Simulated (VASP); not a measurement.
# InP in VASP: one cell, several levels of theory

Aim: gap, levels, forces and stress of InP in the zincblende structure, under +2.6 % biaxial strain in x and y, z held at fixed geometry. Runs: PBE, r2SCAN. The results are then set beside those of Ansatz 0.2.0 for the same cell.

Code: VASP 6.6.1. PAW datasets, plane waves. (Simulation; spin polarisation is off.)

### Step 1. The system as given

The cell comes from an earlier relaxation with r2SCAN in another program, then strained, with the atoms relaxed again.

The symmetry is I-4m2 (No. 119, tetragonal); a = 4.284 Å, c = 5.908 Å in the conventional setting, 27.11 Å³ an atom. Around In lie 4 P at 2.60 Å; around P lie 4 In at 2.60 Å.

As a file:

Space group I-4m2 (No. 119). a = 4.284 Å, b = 4.284 Å, c = 5.908 Å, α = 90.00°, β = 90.00°, γ = 90.00°
```json
{"atom": "In", "site": "2a", "symmetry": "-4m2", "x": "0.0000", "y": "0.0000", "z": "0.0000"}
{"atom": "P", "site": "2c", "symmetry": "-4m2", "x": "0.0000", "y": "0.5000", "z": "0.2500"}
```

### Step 2. PBE

INCAR reads:

```
ENCUT = 520.000000
SIGMA = 0.020000
EDIFF = 1.00e-07
GGA = PE
PREC = Accurate
IBRION = -1
ISIF = 2
ISMEAR = -1
NBANDS = 16
NELM = 120
NSW = 0
LASPH = .TRUE.
LCHARG = .FALSE.
LWAVE = .FALSE.
LREAL = .FALSE.
```

KPOINTS reads:

```
KPOINTS created by Atomic Simulation Environment
0
Gamma
8 8 8
0 0 0
```

KPOINTS_OPT reads:

```
special points
6
Reciprocal
0.0000000000 0.0000000000 0.0000000000 1
-0.5000000000 -0.5000000000 0.0000000000 1
-0.3750000000 -0.3750000000 0.2500000000 1
-0.3750000000 0.0000000000 0.3750000000 1
0.0000000000 0.0000000000 0.5000000000 1
-0.5000000000 -0.2500000000 0.2500000000 1
```

POSCAR reads:

```
In P
 1.0000000000000000
     0.0000000000000000    3.0294046015000000    2.9537876380000001
     3.0294046015000000    0.0000000000000000    2.9537876380000001
     3.0294046015000000    3.0294046015000000    0.0000000000000000
 In  P
   1   1
Cartesian
  0.0000000000000000  0.0000000000000000  0.0000000000000000
  1.5147023007499998  1.5147023007499998  1.4768938189999998
```

Potentials: the recommended PBE PAW datasets, 18 valence electrons in the neutral cell.

Run with:

```sh
> mpirun -np 1 vasp_std
```

Standard output, without the iteration lines:

```text
POSCAR found type information on POSCAR InP
 POSCAR found :  2 types and       2 ions
 LDA part: xc-table for (Slater+PW92), standard interpolation
 POSCAR, INCAR and KPOINTS ok, starting setup
 FFT: planning ... GRIDC
 FFT: planning ... GRID_SOFT
 FFT: planning ... GRID
 WAVECAR not read
 entering main loop
 Start KPOINTS_OPT (optional k-point list driver)
k-point batch [1-6\6]
```

OSZICAR:

```text
N       E                     dE             d eps       ncg     rms          rms(c)
DAV:   1     0.111960692264E+03    0.11196E+03   -0.83132E+03  1896   0.122E+03
DAV:   2    -0.117502598412E+01   -0.11314E+03   -0.10815E+03  2104   0.297E+02
DAV:   3    -0.857962876814E+01   -0.74046E+01   -0.73678E+01  2504   0.739E+01
DAV:   4    -0.878195562002E+01   -0.20233E+00   -0.20228E+00  2456   0.134E+01
DAV:   5    -0.879043758889E+01   -0.84820E-02   -0.84818E-02  2840   0.225E+00    0.505E+00
DAV:   6    -0.841768635962E+01    0.37275E+00   -0.61945E-01  2992   0.119E+01    0.303E+00
DAV:   7    -0.839586240269E+01    0.21824E-01   -0.14017E-01  2712   0.273E+00    0.118E+00
DAV:   8    -0.839660630124E+01   -0.74390E-03   -0.12983E-02  2352   0.130E+00    0.243E-01
DAV:   9    -0.839727895330E+01   -0.67265E-03   -0.13006E-03  2464   0.403E-01    0.140E-01
DAV:  10    -0.839741568685E+01   -0.13673E-03   -0.19239E-04  2912   0.144E-01    0.864E-02
DAV:  11    -0.839749724089E+01   -0.81554E-04   -0.11779E-04  2320   0.818E-02    0.356E-02
DAV:  12    -0.839749691922E+01    0.32166E-06   -0.66860E-06  2392   0.266E-02    0.105E-02
DAV:  13    -0.839749742005E+01   -0.50082E-06   -0.14846E-06  2440   0.601E-03    0.888E-03
DAV:  14    -0.839749765860E+01   -0.23855E-06   -0.23379E-07  2512   0.468E-03    0.164E-03
DAV:  15    -0.839749767534E+01   -0.16748E-07   -0.98250E-09  1752   0.675E-04
   1 F= -.83974977E+01 E0= -.83974960E+01  d E =-.329043E-05
       N       E                     dE             ncg
DAV:   1     0.153219039852E+04   -0.29759E+04      192
DAV:   2     0.853598234097E+03   -0.67859E+03      208
DAV:   3     0.804908529848E+03   -0.48690E+02      264
DAV:   4     0.803665474907E+03   -0.12431E+01      232
DAV:   5     0.803590348262E+03   -0.75127E-01      312
DAV:   6     0.803588817652E+03   -0.15306E-02      232
DAV:   7     0.803588770301E+03   -0.47350E-04      296
DAV:   8     0.803588769733E+03   -0.56885E-06      256
DAV:   9     0.803588769725E+03   -0.81017E-08      216
```

The lines after F= are the extra pass for the points of KPOINTS_OPT, at fixed density; their E is not a total energy.

Parts of OUTCAR:

```text
k-points           NKPTS =     59   k-points in BZ     NKDIM =     59   number of bands    NBANDS=     16

   NELECT =      18.0000    total number of electrons

   dimension x,y,z NGX =    32 NGY =   32 NGZ =   32
   dimension x,y,z NGXF=    64 NGYF=   64 NGZF=   64

  energy-cutoff  :      520.00
  volume of cell :       54.22
      direct lattice vectors                 reciprocal lattice vectors
     0.000000000  3.029404602  2.953787638    -0.165048934  0.165048934  0.169274187
     3.029404602  0.000000000  2.953787638     0.165048934 -0.165048934  0.169274187
     3.029404602  3.029404602  0.000000000     0.165048934  0.165048934 -0.169274187

 k-points in reciprocal lattice and weights: KPOINTS created by Atomic Simulation Env
   0.00000000  0.00000000  0.00000000       0.002
   0.12500000  0.00000000  0.00000000       0.016
   0.25000000  0.00000000  0.00000000       0.016
   0.37500000  0.00000000  0.00000000       0.016
   0.50000000  0.00000000  0.00000000       0.008
   0.12500000  0.12500000  0.00000000       0.004
   0.25000000  0.12500000  0.00000000       0.016
   0.37500000  0.12500000  0.00000000       0.016
[... 51 more k-points ...]

 E-fermi :   4.5979

 k-point     1 :       0.0000    0.0000    0.0000
  band No.  band energies     occupation
      1      -9.6531      2.00000
      2      -9.6531      2.00000
      3      -9.6427      2.00000
      4      -9.5343      2.00000
      5      -9.5293      2.00000
      6      -6.6227      2.00000
      7       4.3745      1.99997
      8       4.3745      1.99997
      9       4.4822      1.99387
     10       4.7134      0.00619
     11       8.4691      0.00000
     12       8.5120      0.00000
     13       8.5120      0.00000
     14      12.6501      0.00000
     15      13.5542      0.00000
     16      13.9116      0.00000

 k-point     2 :       0.1250    0.0000    0.0000
  band No.  band energies     occupation
      1      -9.6639      2.00000
      2      -9.6472      2.00000
      3      -9.6397      2.00000
      4      -9.5345      2.00000
      5      -9.5288      2.00000
      6      -6.4647      2.00000
      7       2.8469      2.00000
      8       4.2040      2.00000
      9       4.2904      2.00000
     10       5.7718      0.00000
     11       8.5673      0.00000
     12       8.7566      0.00000
     13       8.7652      0.00000
     14      13.0088      0.00000
     15      13.2204      0.00000
     16      13.4688      0.00000

 k-point     3 :       0.2500    0.0000    0.0000
  band No.  band energies     occupation
      1      -9.6947      2.00000
      2      -9.6348      2.00000
      3      -9.6284      2.00000
      4      -9.5332      2.00000
      5      -9.5259      2.00000
      6      -6.0253      2.00000
      7       1.1016      2.00000
      8       3.8590      2.00000
      9       3.9739      2.00000
     10       5.9857      0.00000
     11       9.1207      0.00000
     12       9.1514      0.00000
     13       9.5482      0.00000
     14      12.8763      0.00000
     15      12.9431      0.00000
     16      13.4398      0.00000

 k-point     4 :       0.3750    0.0000    0.0000
  band No.  band energies     occupation
      1      -9.7249      2.00000
      2      -9.6254      2.00000
      3      -9.6194      2.00000
      4      -9.5290      2.00000
      5      -9.5198      2.00000
      6      -5.4486      2.00000
      7      -0.3318      2.00000
      8       3.5742      2.00000
      9       3.7140      2.00000
     10       5.8089      0.00000
     11       9.1708      0.00000
     12       9.3078      0.00000
     13      10.8357      0.00000
     14      13.1306      0.00000
     15      13.7816      0.00000
     16      13.8203      0.00000

 k-point     5 :       0.5000    0.0000    0.0000
  band No.  band energies     occupation
      1      -9.7371      2.00000
      2      -9.6225      2.00000
      3      -9.6166      2.00000
      4      -9.5262      2.00000
      5      -9.5162      2.00000
      6      -5.1317      2.00000
      7      -0.9453      2.00000
      8       3.4684      2.00000
      9       3.6178      2.00000
     10       5.7223      0.00000
     11       9.1271      0.00000
     12       9.2919      0.00000
     13      11.3436      0.00000
     14      13.5558      0.00000
     15      14.7782      0.00000
     16      14.9502      0.00000

 k-point     6 :       0.1250    0.1250    0.0000
  band No.  band energies     occupation
      1      -9.6678      2.00000
      2      -9.6414      2.00000
      3      -9.6414      2.00000
      4      -9.5393      2.00000
      5      -9.5249      2.00000
      6      -6.4062      2.00000
      7       2.8473      2.00000
      8       3.9128      2.00000
      9       3.9128      2.00000
     10       6.2985      0.00000
     11       7.8357      0.00000
     12       9.1665      0.00000
     13       9.1665      0.00000
     14      12.3901      0.00000
     15      13.7097      0.00000
     16      13.8508      0.00000

 k-point     7 :       0.2500    0.1250    0.0000
  band No.  band energies     occupation
      1      -9.6963      2.00000
      2      -9.6289      2.00000
      3      -9.6282      2.00000
      4      -9.5430      2.00000
      5      -9.5204      2.00000
      6      -6.0545      2.00000
      7       1.5213      2.00000
      8       3.5255      2.00000
      9       3.5855      2.00000
     10       6.7487      0.00000
     11       7.8823      0.00000
     12       9.7034      0.00000
     13       9.7337      0.00000
     14      11.9970      0.00000
     15      13.6816      0.00000
     16      14.5256      0.00000

 k-point     8 :       0.3750    0.1250    0.0000
  band No.  band energies     occupation
      1      -9.7249      2.00000
      2      -9.6187      2.00000
      3      -9.6175      2.00000
      4      -9.5412      2.00000
      5      -9.5154      2.00000
      6      -5.5080      2.00000
      7       0.0783      2.00000
      8       3.1710      2.00000
      9       3.2691      2.00000
     10       6.6251      0.00000
     11       8.6411      0.00000
     12       9.8107      0.00000
     13      10.1028      0.00000
     14      12.8693      0.00000
     15      14.2500      0.00000
     16      14.3503      0.00000

[... the tables of k-points 9 to 59 left out ...]

  Total       -0.5967511     -0.5967511     -0.2563639      0.0000000     -0.0000000     -0.0000000
  in kB      -17.6351838    -17.6351838     -7.5760643      0.0000000     -0.0000000     -0.0000000
  external PRESSURE =     -14.2821440 kB  Pullay stress =       0.0000000 kB

 POSITION                                       TOTAL-FORCE (eV/Angst)
 -----------------------------------------------------------------------------------
      0.00000      0.00000      0.00000         0.000000      0.000000      0.000000
      1.51470      1.51470      1.47689        -0.000000     -0.000000     -0.000000
 -----------------------------------------------------------------------------------
    total drift:                               -0.000000     -0.000000      0.000000

  FREE ENERGIE OF THE ION-ELECTRON SYSTEM (eV)
  ---------------------------------------------------
  free  energy   TOTEN  =        -8.3974976753 eV

  energy  without entropy=       -8.3974943849  energy(sigma->0) =       -8.39749603
```

Hardware: 1 MPI rank of Intel Xeon Platinum 8488C, shared host.

The levels at the points of KPOINTS_OPT are read from vasprun.xml.

Near the gap, in eV above the top of the last filled band v; c is the band after it:

| point | v−1 | v | c | c+1 |
| --- | --- | --- | --- | --- |
| Γ | -0.11 | 0.00 | 0.23 | 3.99 |
| X | -2.24 | -2.24 | 1.73 | 2.04 |
| U | -3.03 | -1.89 | 2.20 | 4.04 |
| K | -3.03 | -1.76 | 2.37 | 4.22 |
| L | -1.01 | -0.86 | 1.24 | 4.65 |
| W | -2.72 | -2.66 | 3.94 | 4.16 |

Gap with PBE: 0.23 eV, direct (Γ). The pressure is -1.43 GPa; the forces vanish within 0.01 eV/Å.

[end of part 1 of 2]
